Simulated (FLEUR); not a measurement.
# SnSe (Pnma) in FLEUR: a series of runs

One crystal, SnSe, is run at these levels: PBE, LDA (Perdew-Zunger), Wu-Cohen GGA; tasks: band structure, equation of state.

Everything below comes from runs of FLEUR MaX-R8.1 (later development tree). Logs are shortened: lines on timing, memory, paths and dates and some standing lists are left out, and cuts for length are marked.

### 1 Starting point

The structure is orthorhombic, space group Pnma (No. 62). Conventional cell: a = 11.420 Å, b = 4.190 Å, c = 4.460 Å, α = 90.00°, β = 90.00°, γ = 90.00°. Around Sn (site symmetry m) lie 3 Se at 2.69 to 2.83 Å. Se (site symmetry m) is surrounded by 3 Sn at 2.69 to 2.83 Å.

### 2 Band structure, PBE

Contents of inp.xml:

```xml
<?xml version="1.0" encoding="UTF-8" standalone="no"?>
<fleurInput fleurInputVersion="0.39">
   <comment>
      SnSe                                                                                                
   </comment>
   <calculationSetup>
      <cutoffs Kmax="4.0" Gmax="20.0" GmaxXC="20.0" numbands="0"/>
      <scfLoop itmax="60" minDistance="0.00001" maxIterBroyd="15" imix="Anderson" alpha="0.05" precondParam="0.0" spinf="2.0" sdNocoIR="T"/>
      <coreElectrons ctail="T" frcor="F" kcrel="0" coretail_lmax="0"/>
      <xcFunctional name="pbe" relativisticCorrections="F"/>
      <magnetism jspins="1"/>
      <soc l_soc="F" theta="0.0" phi="0.0" spav="F"/>
      <expertModes spex="0" secvar="F"/>
      <geometryOptimization l_f="F" forcealpha="1.0" forcemix="BFGS" epsdisp="0.00001" epsforce="0.00001"/>
      <ldaU l_linMix="F" mixParam="0.05" spinf="1.0"/>
   </calculationSetup>
   <cell>
      <bzIntegration valenceElectrons="152.0" mode="hist" fermiSmearingEnergy="0.00183747">
         <kPointListSelection listName="default-1"/>
         <!-- k-points included here -->
         <xi:include xmlns:xi="http://www.w3.org/2001/XInclude" href="kpts.xml"> </xi:include>
      </bzIntegration>
      <!-- symmetry operations included here -->
[... 42 lines left out ...]
   <atomGroups>
      <atomGroup species="Tin (Sn)">
         <relPos label="                   1">-.1230000000 -1.000/4.000 -.0910000000</relPos>
         <relPos label="                   2">-.3770000000 1.000/4.000 .4090000000</relPos>
         <relPos label="                   3">.3770000000 -1.000/4.000 -.4090000000</relPos>
         <relPos label="                   4">.1230000000 1.000/4.000 .0910000000</relPos>
         <force calculate="T" relaxXYZ="TTT"/>
      </atomGroup>
      <atomGroup species="Selenium (Se)">
         <relPos label="                   5">-.3570000000 -1.000/4.000 -.0160000000</relPos>
         <relPos label="                   6">-.1430000000 1.000/4.000 .4840000000</relPos>
         <relPos label="                   7">.1430000000 -1.000/4.000 -.4840000000</relPos>
         <relPos label="                   8">.3570000000 1.000/4.000 .0160000000</relPos>
         <force calculate="T" relaxXYZ="TTT"/>
      </atomGroup>
   </atomGroups>
   <output dos="F" band="F" slice="F">
      <checks vchk="F" cdinf="F"/>
      <bandDOS minEnergy="-.5*Htr" maxEnergy="0.5*Htr" sigma="0.015" storeEVData="T"/>
      <vacuumDOS vacdos="F" integ="F" star="F" nstars="0" locx1="0.0" locy1="0.0" locx2="0.0" locy2="0.0" nstm="0" tworkf="0.0"/>
      <unfoldingBand unfoldBand="F" supercellX="1" supercellY="1" supercellZ="1"/>
      <plotting iplot="0" polar="F">
         <plot TwoD="T" vec1="  1.0  0.0  0.0" vec2="  0.0  1.0  0.0" vec3="  0.0  0.0  1.0" zero="  0.0  0.0  0.0" file="plot"/>
      </plotting>
      <chargeDensitySlicing numkpt="0" minEigenval="0.0" maxEigenval="0.0" nnne="0" pallst="F"/>
      <specialOutput eonly="F"/>
      <moessbauerParams electricFieldGradient="T" isomerShift="T" coreHyperfine="T" valenceHyperfine="T"/>
      <magneticCircularDichroism mcd="F" energyLo="-10.0" energyUp="0.0"/>
   </output>
  <!-- We include the file relax.xml here to enable relaxations (see documentation) -->
  <xi:include xmlns:xi="http://www.w3.org/2001/XInclude" href="relax.xml"> <xi:fallback/> </xi:include>
</fleurInput>
```

Contents of crystal.txt:

```
SnSe
&input cartesian=F /
11.4200000000  0.0000000000  0.0000000000
0.0000000000  4.1900000000  0.0000000000
0.0000000000  0.0000000000  4.4600000000
1.8897261246
1.0 1.0 1.0

8
50 0.8770000000  0.7500000000  0.9090000000
50 0.6230000000  0.2500000000  0.4090000000
50 0.3770000000  0.7500000000  0.5910000000
50 0.1230000000  0.2500000000  0.0910000000
34 0.6430000000  0.7500000000  0.9840000000
34 0.8570000000  0.2500000000  0.4840000000
34 0.1430000000  0.7500000000  0.5160000000
34 0.3570000000  0.2500000000  0.0160000000

&kpt div1=3 div2=6 div3=6 gamma=T /
```

Contents of inp.xml (bands):

```
<?xml version="1.0" encoding="UTF-8" standalone="no"?>
<fleurInput fleurInputVersion="0.39">
   <comment>
      SnSe                                                                                                
   </comment>
   <calculationSetup>
      <cutoffs Kmax="4.0" Gmax="20.0" GmaxXC="20.0" numbands="0"/>
      <scfLoop itmax="60" minDistance="0.00001" maxIterBroyd="15" imix="Anderson" alpha="0.05" precondParam="0.0" spinf="2.0" sdNocoIR="T"/>
      <coreElectrons ctail="T" frcor="F" kcrel="0" coretail_lmax="0"/>
      <xcFunctional name="pbe" relativisticCorrections="F"/>
      <magnetism jspins="1"/>
      <soc l_soc="F" theta="0.0" phi="0.0" spav="F"/>
      <expertModes spex="0" secvar="F"/>
      <geometryOptimization l_f="F" forcealpha="1.0" forcemix="BFGS" epsdisp="0.00001" epsforce="0.00001"/>
      <ldaU l_linMix="F" mixParam="0.05" spinf="1.0"/>
   </calculationSetup>
   <cell>
      <bzIntegration valenceElectrons="152.0" mode="hist" fermiSmearingEnergy="0.00183747">
         <kPointListSelection listName="path-1"/>
         <!-- k-points included here -->
         <xi:include xmlns:xi="http://www.w3.org/2001/XInclude" href="kpts.xml"> </xi:include>
      </bzIntegration>
      <!-- symmetry operations included here -->
[... 44 lines left out ...]
         <relPos label="                   1">-.1230000000 -1.000/4.000 -.0910000000</relPos>
         <relPos label="                   2">-.3770000000 1.000/4.000 .4090000000</relPos>
         <relPos label="                   3">.3770000000 -1.000/4.000 -.4090000000</relPos>
         <relPos label="                   4">.1230000000 1.000/4.000 .0910000000</relPos>
         <force calculate="T" relaxXYZ="TTT"/>
      </atomGroup>
      <atomGroup species="Selenium (Se)">
         <relPos label="                   5">-.3570000000 -1.000/4.000 -.0160000000</relPos>
         <relPos label="                   6">-.1430000000 1.000/4.000 .4840000000</relPos>
         <relPos label="                   7">.1430000000 -1.000/4.000 -.4840000000</relPos>
         <relPos label="                   8">.3570000000 1.000/4.000 .0160000000</relPos>
         <force calculate="T" relaxXYZ="TTT"/>
      </atomGroup>
   </atomGroups>
   <output dos="F" band="T" slice="F">
      <checks vchk="F" cdinf="F"/>
      <bandDOS minEnergy="-.5*Htr" maxEnergy="0.5*Htr" sigma="0.015" storeEVData="T"/>
      <vacuumDOS vacdos="F" integ="F" star="F" nstars="0" locx1="0.0" locy1="0.0" locx2="0.0" locy2="0.0" nstm="0" tworkf="0.0"/>
      <unfoldingBand unfoldBand="F" supercellX="1" supercellY="1" supercellZ="1"/>
      <plotting iplot="0" polar="F">
         <plot TwoD="T" vec1="  1.0  0.0  0.0" vec2="  0.0  1.0  0.0" vec3="  0.0  0.0  1.0" zero="  0.0  0.0  0.0" file="plot"/>
      </plotting>
      <chargeDensitySlicing numkpt="0" minEigenval="0.0" maxEigenval="0.0" nnne="0" pallst="F"/>
      <specialOutput eonly="F"/>
      <moessbauerParams electricFieldGradient="T" isomerShift="T" coreHyperfine="T" valenceHyperfine="T"/>
      <magneticCircularDichroism mcd="F" energyLo="-10.0" energyUp="0.0"/>
   </output>
  <!-- We include the file relax.xml here to enable relaxations (see documentation) -->
  <xi:include xmlns:xi="http://www.w3.org/2001/XInclude" href="relax.xml"> <xi:fallback/> </xi:include>
</fleurInput>
```

Potentials or basis: all-electron, FLAPW.

Command:

```bash
> inpgen -f crystal.txt -profile fast
> # inp.xml edited to the form shown
> fleur_MPI
> fleur_MPI   # second run, on inp.xml (bands)
```

The log of the run:

```text
Welcome to FLEUR        (www.flapw.de)
      MaX-Release 8.1          (www.max-centre.eu)

 ========== k-point set info ==========
 Selected k-point list: default-1
 k-point list type: mesh
 3 x 6 x 6
 Number of k points: 32

 ------------Calculation Setup---------------------------
 Number of MPI-tasks      :            1
 Number of PE/node        :            1
 Number of OMP-threads    :            1
 Most efficient MPI parallelization for:
           1           2           4           8          16          32
 Additional eigenvalue parallelization possible
 Number of basis functions:         1860
 Approximate size of matrices (H+S) per k-point:         0.052 GB
 --------------------------------------------------------
 Iteration:     1   Distance:       5.33764880 me/bohr^3
 Iteration:     2   Distance:       4.82008230 me/bohr^3
 Iteration:     3   Distance:       2.61626102 me/bohr^3
 Iteration:     4   Distance:       1.25060079 me/bohr^3
 Iteration:     5   Distance:       0.79661384 me/bohr^3
 Iteration:     6   Distance:       0.22897852 me/bohr^3
 Iteration:     7   Distance:       0.16432917 me/bohr^3
 Iteration:     8   Distance:       0.06222666 me/bohr^3
 Iteration:     9   Distance:       0.01073797 me/bohr^3
 Iteration:    10   Distance:       0.00946722 me/bohr^3
 Iteration:    11   Distance:       0.00349111 me/bohr^3
 Iteration:    12   Distance:       0.00056849 me/bohr^3
 Iteration:    13   Distance:       0.00057076 me/bohr^3
 Iteration:    14   Distance:       0.00014267 me/bohr^3
 Iteration:    15   Distance:       0.00002897 me/bohr^3
 Iteration:    16   Distance:       0.00002677 me/bohr^3
 Iteration:    17   Distance:       0.00001554 me/bohr^3
 Iteration:    18   Distance:       0.00000434 me/bohr^3

 ********************************************************************
 Run finished successfully
 Stop message:
   all done
 ********************************************************************
```

Wall time 22 min (1 thread of Arm Neoverse V1, shared host); peak memory 0.28 GiB.

What came out:

```
Free energy                                           : -937089.9613 eV
Band gap on the k mesh                                : 0.54 eV, indirect (least direct gap 0.71 eV)
Band gap along the path                               : 0.63 eV, indirect (least direct gap 0.71 eV)
Valence electrons inside the program's atomic spheres : Sn 19.60; Se 14.16 (radii Sn 2.42, Se 2.29 bohr)
```

Levels at the corners of the path, in eV from the valence-band top:
```
point  band 72  band 73  band 74  band 75  band 76  band 77  band 78  band 79  band 80  band 81
    Γ    -1.75    -1.47    -1.11    -0.70    -0.48     0.88     3.05     3.13     3.15     3.42
    X    -1.63    -0.95    -0.95    -0.67    -0.67     0.99     0.99     1.48     1.48     1.74
    S    -3.10    -2.17    -2.17    -1.44    -1.44     2.95     2.95     3.20     3.20     4.96
    Y    -1.41    -0.70    -0.70    -0.23    -0.23     1.34     1.34     1.67     1.67     1.73
    Γ    -1.75    -1.47    -1.11    -0.70    -0.48     0.88     3.05     3.13     3.15     3.42
    Z    -2.03    -1.75    -1.75    -0.55    -0.55     2.73     2.73     2.91     2.91     3.78
    U    -2.06    -0.93    -0.93    -0.93    -0.93     1.48     1.48     1.48     1.48     2.11
    R    -3.69    -1.45    -1.45    -1.45    -1.45     2.70     2.70     2.70     2.70     4.80
    T    -1.70    -0.46    -0.46    -0.21    -0.21     1.34     1.34     1.68     1.68     1.73
    Z    -2.03    -1.75    -1.75    -0.55    -0.55     2.73     2.73     2.91     2.91     3.78
    Y    -1.41    -0.70    -0.70    -0.23    -0.23     1.34     1.34     1.67     1.67     1.73
    T    -1.70    -0.46    -0.46    -0.21    -0.21     1.34     1.34     1.68     1.68     1.73
    U    -2.06    -0.93    -0.93    -0.93    -0.93     1.48     1.48     1.48     1.48     2.11
    X    -1.63    -0.95    -0.95    -0.67    -0.67     0.99     0.99     1.48     1.48     1.74
    S    -3.10    -2.17    -2.17    -1.44    -1.44     2.95     2.95     3.20     3.20     4.96
    R    -3.69    -1.45    -1.45    -1.45    -1.45     2.70     2.70     2.70     2.70     4.80
```

Core levels (eV from the Fermi level):
| atom | levels |
| --- | --- |
| 1 Sn | 1s1/2 -28991.4, 2s1/2 -4371.9, 2p1/2 -4083.3, 2p3/2 -3852.7, 3s1/2 -840.3, 3p1/2 -723.1, 3p3/2 -681.0, 3d3/2 -473.9, 3d5/2 -465.2 |
| 2 Sn | 1s1/2 -28991.4, 2s1/2 -4371.9, 2p1/2 -4083.3, 2p3/2 -3852.7, 3s1/2 -840.3, 3p1/2 -723.1, 3p3/2 -681.0, 3d3/2 -473.9, 3d5/2 -465.2 |
| 3 Sn | 1s1/2 -28991.4, 2s1/2 -4371.9, 2p1/2 -4083.3, 2p3/2 -3852.7, 3s1/2 -840.3, 3p1/2 -723.1, 3p3/2 -681.0, 3d3/2 -473.9, 3d5/2 -465.2 |
| 4 Sn | 1s1/2 -28991.4, 2s1/2 -4371.9, 2p1/2 -4083.3, 2p3/2 -3852.7, 3s1/2 -840.3, 3p1/2 -723.1, 3p3/2 -681.0, 3d3/2 -473.9, 3d5/2 -465.2 |
| 5 Se | 1s1/2 -12495.4, 2s1/2 -1600.9, 2p1/2 -1435.6, 2p3/2 -1393.8, 3s1/2 -207.9, 3p1/2 -151.4, 3p3/2 -145.5 |
| 6 Se | 1s1/2 -12495.4, 2s1/2 -1600.9, 2p1/2 -1435.6, 2p3/2 -1393.8, 3s1/2 -207.9, 3p1/2 -151.4, 3p3/2 -145.5 |

Caveat: spin-orbit coupling is left out, which moves the levels of the heavy elements.

### 3 Equation of state, PBE, 25.08 Å³/atom (volume scaled by 0.94)

Changes to inp.xml since step 2:

```diff
@@ -24,3 +24,3 @@
       <xi:include xmlns:xi="http://www.w3.org/2001/XInclude" href="sym.xml"> </xi:include>
-      <bulkLattice scale="1.0">
+      <bulkLattice scale="0.9795861087">
          <bravaisMatrix>
@@ -34,3 +34,3 @@
       <species name="Tin (Sn)" element="Sn" atomicNumber="50">
-         <mtSphere radius="2.42" gridPoints="801" logIncrement="0.016"/>
+         <mtSphere radius="2.35" gridPoints="801" logIncrement="0.016"/>
          <atomicCutoffs lmax="7" lnonsphr="5"/>
@@ -50,3 +50,3 @@
       <species name="Selenium (Se)" element="Se" atomicNumber="34">
-         <mtSphere radius="2.29" gridPoints="757" logIncrement="0.016"/>
+         <mtSphere radius="2.22" gridPoints="757" logIncrement="0.016"/>
          <atomicCutoffs lmax="6" lnonsphr="4"/>
```

Potentials or basis: all-electron, FLAPW.

Command:

```bash
> inpgen -f crystal.txt -profile fast
> # inp.xml edited to the form shown
> fleur_MPI
```

Run time: 18 min. Hardware: 1 thread of Arm Neoverse V1, shared host; peak memory 0.27 GiB.

Results (log left out):

```yaml
Free_energy: -937089.5397 eV
Band_gap_on_the_k_mesh: 0.53 eV, indirect (least direct gap 0.73 eV)
Valence_electrons_inside_the_program's_atomic_spheres: Sn 19.47; Se 13.98 (radii Sn 2.35, Se 2.22 bohr)
```

Caveat: spin-orbit coupling is left out, which moves the levels of the heavy elements; an odd mesh through Γ misses points on the zone boundary, where band edges often lie.

### 4 Band structure, LDA (Perdew-Zunger)

Changes to inp.xml since step 3:

```diff
@@ -6,6 +6,6 @@
    <calculationSetup>
-      <cutoffs Kmax="4.0" Gmax="20.0" GmaxXC="20.0" numbands="0"/>
+      <cutoffs Kmax="3.8" Gmax="11.8" GmaxXC="11.8" numbands="0"/>
       <scfLoop itmax="60" minDistance="0.00001" maxIterBroyd="15" imix="Anderson" alpha="0.05" precondParam="0.0" spinf="2.0" sdNocoIR="T"/>
       <coreElectrons ctail="T" frcor="F" kcrel="0" coretail_lmax="0"/>
-      <xcFunctional name="pbe" relativisticCorrections="F"/>
+      <xcFunctional name="pz" relativisticCorrections="F"/>
       <magnetism jspins="1"/>
@@ -24,3 +24,3 @@
       <xi:include xmlns:xi="http://www.w3.org/2001/XInclude" href="sym.xml"> </xi:include>
-      <bulkLattice scale="0.9795861087">
+      <bulkLattice scale="1.0">
          <bravaisMatrix>
@@ -34,4 +34,4 @@
       <species name="Tin (Sn)" element="Sn" atomicNumber="50">
-         <mtSphere radius="2.35" gridPoints="801" logIncrement="0.016"/>
-         <atomicCutoffs lmax="7" lnonsphr="5"/>
+         <mtSphere radius="2.42" gridPoints="801" logIncrement="0.016"/>
+         <atomicCutoffs lmax="10" lnonsphr="8"/>
          <electronConfig flipSpins="F">
@@ -50,4 +50,4 @@
       <species name="Selenium (Se)" element="Se" atomicNumber="34">
-         <mtSphere radius="2.22" gridPoints="757" logIncrement="0.016"/>
-         <atomicCutoffs lmax="6" lnonsphr="4"/>
+         <mtSphere radius="2.29" gridPoints="757" logIncrement="0.016"/>
+         <atomicCutoffs lmax="9" lnonsphr="7"/>
          <electronConfig flipSpins="F">
```

crystal.txt is that of step 2.

Changes to inp.xml (bands) since step 2:

```diff
@@ -6,6 +6,6 @@
    <calculationSetup>
-      <cutoffs Kmax="4.0" Gmax="20.0" GmaxXC="20.0" numbands="0"/>
+      <cutoffs Kmax="3.8" Gmax="11.8" GmaxXC="11.8" numbands="0"/>
       <scfLoop itmax="60" minDistance="0.00001" maxIterBroyd="15" imix="Anderson" alpha="0.05" precondParam="0.0" spinf="2.0" sdNocoIR="T"/>
       <coreElectrons ctail="T" frcor="F" kcrel="0" coretail_lmax="0"/>
-      <xcFunctional name="pbe" relativisticCorrections="F"/>
+      <xcFunctional name="pz" relativisticCorrections="F"/>
       <magnetism jspins="1"/>
@@ -35,3 +35,3 @@
          <mtSphere radius="2.42" gridPoints="801" logIncrement="0.016"/>
-         <atomicCutoffs lmax="7" lnonsphr="5"/>
+         <atomicCutoffs lmax="10" lnonsphr="8"/>
          <electronConfig flipSpins="F">
@@ -51,3 +51,3 @@
          <mtSphere radius="2.29" gridPoints="757" logIncrement="0.016"/>
-         <atomicCutoffs lmax="6" lnonsphr="4"/>
+         <atomicCutoffs lmax="9" lnonsphr="7"/>
          <electronConfig flipSpins="F">
```

Command:

```bash
> inpgen -f crystal.txt -profile fastHighL
> # inp.xml edited to the form shown
> fleur_MPI
> fleur_MPI   # second run, on inp.xml (bands)
```

Wall time 13 min (1 thread of Arm Neoverse V2, shared host); peak memory 0.23 GiB.

The run converged. Its results:

```yaml
Free_energy: -936168.0786 eV
Band_gap_on_the_k_mesh: 0.47 eV, indirect (least direct gap 0.67 eV)
Band_gap_along_the_path: 0.54 eV, indirect (least direct gap 0.67 eV)
Valence_electrons_inside_the_program's_atomic_spheres: Sn 19.62; Se 14.15 (radii Sn 2.42, Se 2.29 bohr)
```

Levels at the corners of the path, in eV from the valence-band top:
| point | band 72 | band 73 | band 74 | band 75 | band 76 | band 77 | band 78 | band 79 | band 80 | band 81 |
| --- | --- | --- | --- | --- | --- | --- | --- | --- | --- | --- |
| Γ | -1.71 | -1.43 | -1.13 | -0.69 | -0.48 | 0.81 | 2.97 | 3.08 | 3.12 | 3.37 |
| X | -1.60 | -0.96 | -0.96 | -0.69 | -0.69 | 0.93 | 0.93 | 1.38 | 1.38 | 1.68 |
| S | -3.09 | -2.17 | -2.17 | -1.43 | -1.43 | 2.89 | 2.89 | 3.16 | 3.16 | 4.93 |
| Y | -1.36 | -0.74 | -0.74 | -0.28 | -0.28 | 1.27 | 1.27 | 1.62 | 1.62 | 1.64 |
| Γ | -1.71 | -1.43 | -1.13 | -0.69 | -0.48 | 0.81 | 2.97 | 3.08 | 3.12 | 3.37 |
| Z | -2.00 | -1.72 | -1.72 | -0.54 | -0.54 | 2.68 | 2.68 | 2.86 | 2.86 | 3.71 |
| U | -2.02 | -0.96 | -0.96 | -0.96 | -0.96 | 1.42 | 1.42 | 1.42 | 1.42 | 2.05 |
| R | -3.68 | -1.45 | -1.45 | -1.45 | -1.45 | 2.65 | 2.65 | 2.65 | 2.65 | 4.73 |
| T | -1.66 | -0.48 | -0.48 | -0.26 | -0.26 | 1.28 | 1.28 | 1.60 | 1.60 | 1.69 |
| Z | -2.00 | -1.72 | -1.72 | -0.54 | -0.54 | 2.68 | 2.68 | 2.86 | 2.86 | 3.71 |
| Y | -1.36 | -0.74 | -0.74 | -0.28 | -0.28 | 1.27 | 1.27 | 1.62 | 1.62 | 1.64 |
| T | -1.66 | -0.48 | -0.48 | -0.26 | -0.26 | 1.28 | 1.28 | 1.60 | 1.60 | 1.69 |
| U | -2.02 | -0.96 | -0.96 | -0.96 | -0.96 | 1.42 | 1.42 | 1.42 | 1.42 | 2.05 |
| X | -1.60 | -0.96 | -0.96 | -0.69 | -0.69 | 0.93 | 0.93 | 1.38 | 1.38 | 1.68 |
| S | -3.09 | -2.17 | -2.17 | -1.43 | -1.43 | 2.89 | 2.89 | 3.16 | 3.16 | 4.93 |
| R | -3.68 | -1.45 | -1.45 | -1.45 | -1.45 | 2.65 | 2.65 | 2.65 | 2.65 | 4.73 |

Core levels (eV from the Fermi level):
| atom | levels |
| --- | --- |
| 1 Sn | 1s1/2 -28957.1, 2s1/2 -4367.4, 2p1/2 -4081.5, 2p3/2 -3851.2, 3s1/2 -838.7, 3p1/2 -722.3, 3p3/2 -680.3, 3d3/2 -473.9, 3d5/2 -465.2 |
| 2 Sn | 1s1/2 -28957.1, 2s1/2 -4367.4, 2p1/2 -4081.5, 2p3/2 -3851.2, 3s1/2 -838.7, 3p1/2 -722.3, 3p3/2 -680.3, 3d3/2 -473.9, 3d5/2 -465.2 |
| 3 Sn | 1s1/2 -28957.1, 2s1/2 -4367.4, 2p1/2 -4081.5, 2p3/2 -3851.2, 3s1/2 -838.7, 3p1/2 -722.3, 3p3/2 -680.3, 3d3/2 -473.9, 3d5/2 -465.2 |
| 4 Sn | 1s1/2 -28957.1, 2s1/2 -4367.4, 2p1/2 -4081.5, 2p3/2 -3851.2, 3s1/2 -838.7, 3p1/2 -722.3, 3p3/2 -680.3, 3d3/2 -473.9, 3d5/2 -465.2 |
| 5 Se | 1s1/2 -12473.7, 2s1/2 -1598.2, 2p1/2 -1434.6, 2p3/2 -1392.9, 3s1/2 -206.8, 3p1/2 -150.9, 3p3/2 -145.0 |
| 6 Se | 1s1/2 -12473.7, 2s1/2 -1598.2, 2p1/2 -1434.6, 2p3/2 -1392.9, 3s1/2 -206.8, 3p1/2 -150.9, 3p3/2 -145.0 |

Caveat: spin-orbit coupling is left out, which moves the levels of the heavy elements.

(Part 1 of 2 ends here.)
